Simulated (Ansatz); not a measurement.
Vibrations of RbCl (Fm-3m) by finite displacements

```xyz
2
Lattice="0.0000 3.2740 3.2740 3.2740 0.0000 3.2740 3.2740 3.2740 0.0000" Properties=species:S:1:pos:R:3 pbc="T T T"
Rb    0.0000    0.0000    0.0000
Cl    3.2740    3.2740    3.2740
```

Level of theory, where no other is named: PBEsol, all-electron LAPW in Ansatz 0.2.0, scalar-relativistic. k mesh 6×6×6, fixed occupations, basis error target 1 meV/atom. The cell was relaxed by PAW under this functional.

Atoms are displaced by 0.01 Å in the smallest supercells that hold the wave vectors of a 2×2×2 mesh. Negative values stand for unstable modes. The zone centre has no LO-TO term.

**Question.** What are the phonon energies at the solved wave vectors, in meV?

**Answer.** 

| q | point | modes (meV) |
| --- | --- | --- |
| 0.000 0.000 0.000 | Gamma | 13.92 (×3) |
| 0.500 0.000 0.000 | L | 7.95 (×2), 12.24, 12.85 (×2), 17.32 |
| 0.500 0.500 0.000 | X | 5.09 (×2), 9.26, 14.31 (×2), 15.17 |

**Question.** Is the structure dynamically stable at these wave vectors?

**Answer.** Yes, no mode is unstable there; wave vectors off this mesh aren't tested.

**Question.** How do the optical zone-centre modes decompose, and which are active?

**Answer.** Point group m-3m: Γ_opt = T1u.

```tsv
label	meV	activity	mostly
T1u	13.92	IR	Cl (71 %)
```

**Question.** How well do frozen-core PAW files reproduce these all-electron values?

**Answer.** With a cutoff of 420 eV and displacements of 0.0025 Å, the r.m.s. difference over the modes is 0.0 cm⁻¹; the largest difference is 74.6 (PAW) against 74.7 cm⁻¹ (LAPW).

**Question.** The cell is scaled evenly to 68.785 and 71.592 Å³ (from 70.189), with free atoms relaxed and the shape held. What are the mode Grüneisen parameters γ = −d ln ω/d ln V?

**Answer.** For the highest mode, 143.4 cm⁻¹ in the small cell and 136.1 in the large one give γ ≈ 1.31. From the change of the dynamical matrix on each mode:

| point | cm⁻¹ | γ |
| --- | --- | --- |
| Gamma | 112.2 | 2.60 |
| L | 64.2 | 2.43 |
| L | 98.7 | 1.30 |
| L | 103.7 | 2.36 |
| L | 139.7 | 1.30 |
| X | 41.1 | -1.24 |
| X | 74.7 | -0.04 |
| X | 115.4 | 2.65 |
| X | 122.3 | 2.29 |

Weighted by the modes' heat capacities at 300 K, the mean on this mesh is 1.59; it moves with the q mesh, and a coarse one overweights the zone boundary. Rows under −0.05 (1 here) are modes that soften under compression and pull towards negative thermal expansion.

**Question.** Linear response on PAW files adds the field. What are the dielectric tensor, the Born charges and the LO shift?

**Answer.** ε∞ = (2.39, 2.39, 2.39) along x, y, z with local fields. Born charges (xx, yy, zz): Rb1 (1.17, 1.17, 1.17); Cl2 (-1.17, -1.17, -1.17). The highest zone-centre mode lies at 112.2 cm⁻¹ without the macroscopic field and at 168.8 cm⁻¹ with it, for q along x. Lyddane-Sachs-Teller then gives ε₀ = ε∞ (ω_LO/ω_TO)² = 5.41. With the ions free to follow the field, the program's ε₀ is (5.41, 5.41, 5.41).

Keep in mind: the frozen-core PAW files of the compared runs were fitted under PBE, their cores solved anew for this functional; semilocal gaps are low, and ε∞ tends to come out large.
